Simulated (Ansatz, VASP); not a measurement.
## Two plane-wave programs on SnSe

Contents of INCAR:

```
SYSTEM = SnSe
PREC     = Accurate       ! precision mode
ENCUT    = 520            ! plane-wave cutoff, eV
EDIFF    = 1E-6           ! SCF threshold, eV
ISMEAR   = 0              ! smearing method
SIGMA    = 0.02           ! smearing width, eV
LREAL    = .False.        ! projectors in reciprocal space
LASPH    = .True.         ! aspherical terms in the spheres
NELM     = 100            ! most SCF steps
ALGO     = Normal         ! electronic algorithm
ISIF     = 2              ! what is computed and relaxed
LWAVE    = .False.        ! write WAVECAR
LCHARG   = .True.         ! write CHGCAR
GGA      = PE             ! functional
IVDW     = 12             ! dispersion correction
LELF     = .True.         ! ELF
LVHAR    = .True.       
NBANDS   = 50             ! bands
```

The input KPOINTS:

```
regular mesh
0
Gamma
  4 8 8
  0 0 0
```

Contents of POSCAR:

```
SnSe
1.0
   11.4816168764      0.0000000000      0.0000000000
    0.0000000000      4.1675106249      0.0000000000
    0.0000000000      0.0000000000      4.3863231542
Sn Se
4 4
Direct
    0.1176252652      0.2500000000      0.0953416065
    0.3823747348      0.7500000000      0.5953416065
    0.6176252652      0.2500000000      0.4046583935
    0.8823747348      0.7500000000      0.9046583935
    0.3569825007      0.2500000000      0.0230333997
    0.1430174993      0.7500000000      0.5230333997
    0.8569825007      0.2500000000      0.4769666003
    0.6430174993      0.7500000000      0.9769666003
```

Input for Ansatz:

```yaml
crystal:
  lattice:
    - [11.4816168764, 0.0, 0.0]
    - [0.0, 4.1675106249, 0.0]
    - [0.0, 0.0, 4.3863231542]
  atoms:
    - { symbol: Sn, position: [0.1176252652, 0.25, 0.0953416065] }
    - { symbol: Sn, position: [0.3823747348, 0.75, 0.5953416065] }
    - { symbol: Sn, position: [0.6176252652, 0.25, 0.4046583935] }
    - { symbol: Sn, position: [0.8823747348, 0.75, 0.9046583935] }
    - { symbol: Se, position: [0.3569825007, 0.25, 0.0230333997] }
    - { symbol: Se, position: [0.1430174993, 0.75, 0.5230333997] }
    - { symbol: Se, position: [0.8569825007, 0.25, 0.4769666003] }
    - { symbol: Se, position: [0.6430174993, 0.75, 0.9769666003] }
basis:
  ecutwfc: 420
kpoints:
  mp_grid: { grid: [4, 8, 8] }
  band_path: { path: [VBM, CBM], npoints: 2 }
hamiltonian:
  xc: pbe
  dispersion: d3bj
scf:
  occupations: { method: gaussian, width: 0.02 }
output:
  forces: true
  stress: true
  eigenvalues: true
```

Alike in both runs: task single point; functional PBE; dispersion D3(BJ); k mesh 4 × 8 × 8; occupations gaussian, width 0.02 eV; no spin polarisation.

|  | VASP | Ansatz |
| --- | --- | --- |
| version | VASP 6.6.1 | Ansatz 0.2.0 |
| potentials or method | VASP PAW PBE potentials, release 64 (Sn_d, Se) | scalar-relativistic, plane waves, PAW |
| plane-wave cutoff (eV) | 520 | 420 |
| valence electrons in the cell | 80 | 120 |

VASP gave:

```
gap on the k mesh at the Fermi level (eV) : 0.56
least direct gap on the mesh (eV)         : 0.83
```

**Question.** What did Ansatz give for the same quantities?

**Answer.** gap on the k mesh at the Fermi level (eV): 0.57; least direct gap on the mesh (eV): 0.84.

The two sets of potentials don't hold the same shells in valence.

Caveats: spin-orbit coupling is left out, which moves the levels of the heavy elements. A k mesh can miss the band edges.
